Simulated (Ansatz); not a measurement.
## Calculated electric field gradients for MoS2 at a changed volume

The cell is a structure deposited in the COD, relaxed with PBE at fixed cell and then changed (volume scaled by 1.04, ions relaxed).

```
CELL_PARAMETERS angstrom
1.60231 0.92510 6.20391
-1.60231 0.92510 6.20391
0.00000 -1.85019 6.20391
ATOMIC_POSITIONS crystal
Mo 0.00000 0.00000 0.00000
S 0.25002 0.25002 0.25002
S 0.41668 0.41668 0.41668
```

Atoms are numbered from 1 in the order listed; like atoms form one site, named after its first atom.

Level of theory: DFT, PBE, plane waves and PAW, scalar-relativistic, collinear spin, 420 eV cutoff, Γ-centred 16×16×16 k-points, Fermi–Dirac smearing 0.02 eV (Ansatz 0.2.0). Start moments as typed (μB): 2 on each Mo, none on the rest.

V_zz is the principal component of the electric field gradient with the largest magnitude, η = (V_xx − V_yy)/V_zz and C_Q = eQV_zz/h. ν_Q = 3|C_Q|/[2I(2I − 1)].

⁹⁵Mo: I = 5/2, Q = -22.00 mb; 33S: I = 3/2, Q = -69.40 mb. Nuclear quadrupole moments: year-2017 set (Pyykkö).

Q: Give the quadrupolar parameters of the distinct sites.

A: 

```csv
site,atoms (order as listed),first shell,C_Q (MHz),η,ν_Q (MHz)
Mo,1,6 S at 2.41 Å,4.20,0.00,0.629
S2,2,3 Mo at 2.41 Å,9.36,0.00,4.68
S3,3,3 Mo at 2.41 Å,9.13,0.00,4.57
```

An axis of threefold or higher order runs through Mo, S2 and S3, so V_zz lies along it and η is zero.

Without spin–orbit coupling (the program notes it for Mo) the gradients can shift somewhat, as the gap is small. The start moments die out, and the run ends without spin.

The relaxation (4 steps) took 3.2 min of wall time (3.2 min of CPU time) and 1.3 GiB at its peak, on 1 thread of Intel Xeon Platinum 8488C (Sapphire Rapids) (x86_64; 16 cores open to the job, memory cap 3.0 GiB, no GPU), a shared host with a load of 0.5 a core.
